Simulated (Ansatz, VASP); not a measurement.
# Two plane-wave programs on ScAl3

File INCAR:

```
PREC = Accurate ; ENCUT = 520
EDIFF = 1E-6 ; ISMEAR = 0
SIGMA = 0.1 ; LREAL = F
LASPH = T ; NELM = 150
ALGO = Fast ; ISIF = 2
LWAVE = F ; LCHARG = F
ISPIN = 2 ; MAGMOM = 1 0 0 0
LORBIT = 11 ; LMAXMIX = 4
GGA = PE ; NBANDS = 22
```

KPOINTS

```
Automatic mesh
0
Gamma
  4 4 4
```

The input POSCAR:

```
ScAl3
1.0
    0.0000000000      3.3000981641      3.3000981641
    3.3000981641      0.0000000000      3.3000981641
    3.3000981641      3.3000981641      0.0000000000
Sc Al
1 3
Direct
    0.0000000000      0.0000000000      0.0000000000
    0.5000000000      0.5000000000      0.5000000000
    0.2500000000      0.2500000000      0.2500000000
    0.7500000000      0.7500000000      0.7500000000
```

Input for Ansatz:

```yaml
crystal:
  lattice:
    - [0.0, 3.3000981641, 3.3000981641]
    - [3.3000981641, 0.0, 3.3000981641]
    - [3.3000981641, 3.3000981641, 0.0]
  atoms:
    - { symbol: Sc, position: [0.0, 0.0, 0.0], spin: 1.0 }
    - { symbol: Al, position: [0.5, 0.5, 0.5] }
    - { symbol: Al, position: [0.25, 0.25, 0.25] }
    - { symbol: Al, position: [0.75, 0.75, 0.75] }
basis:
  ecutwfc: 420
kpoints:
  mp_grid: { grid: [4, 4, 4] }
hamiltonian:
  xc: pbe
scf:
  occupations: { method: gaussian, width: 0.1 }
  lower_state_search: "off"
output:
  forces: true
  stress: true
  eigenvalues: true
  populations: true
magnetization:
  spin_polarized: true
```

Alike in both runs: task single point; functional PBE; k mesh 4 × 4 × 4; occupations gaussian, width 0.1 eV; collinear spin.

```csv
,VASP,Ansatz
version,VASP 6.6.1,Ansatz 0.2.0
potentials or method,"VASP PAW PBE potentials, release 64 (Sc_sv, Al)","scalar-relativistic, plane waves, PAW"
plane-wave cutoff (eV),520,420
valence electrons in the cell,20,20
```

```csv
,VASP,Ansatz,Ansatz less VASP
gap on the k mesh at the Fermi level (eV),none,none,-
pressure (GPa),0.7,0.7,-0.05
net moment per atom (μB),0.00,0.00,0.000
```

A gap of «none» marks a metal or a gap that the smearing closes. Ansatz warned: «seeded_moment_not_kept».

Caveats: the k mesh is coarse (spacing up to 0.41 Å⁻¹), so the values aren't converged.
